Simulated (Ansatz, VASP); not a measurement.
ScAl3 in VASP and in Ansatz

```xyz
4
Lattice="4.0738 0.0000 0.0000 0.0000 4.0738 0.0000 0.0000 0.0000 4.0738" Properties=species:S:1:pos:R:3 pbc="T T T"
Sc    0.0000    0.0000    0.0000
Al    2.0369    0.0000    2.0369
Al    0.0000    2.0369    2.0369
Al    2.0369    2.0369    0.0000
```

Alike in both runs: functional PBEsol; k mesh 10 × 10 × 10; occupations fermi-dirac, width 0.15 eV; no spin polarisation.

Ansatz relaxed the structure, and its values are those at the end. VASP's run is a single point on that final structure, the one shown.

|  | VASP | Ansatz |
| --- | --- | --- |
| version | VASP 6.6.1 | Ansatz 0.2.0 |
| potentials or method | VASP PAW PBE potentials, release 64 (Sc_sv, Al) | scalar-relativistic, plane waves, PAW |
| plane-wave cutoff (eV) | 520 | 420 |
| valence electrons in the cell | 20 | 20 |

```csv
,VASP,Ansatz,Ansatz less VASP
gap on the k mesh at the Fermi level (eV),none,none,-
pressure (GPa),0.1,0.0,-0.11
```

A gap of «none» marks a metal or a gap that the smearing closes.

Caveats: the PAW data sets were made with another functional, which shifts forces and pressure a little (VASP).
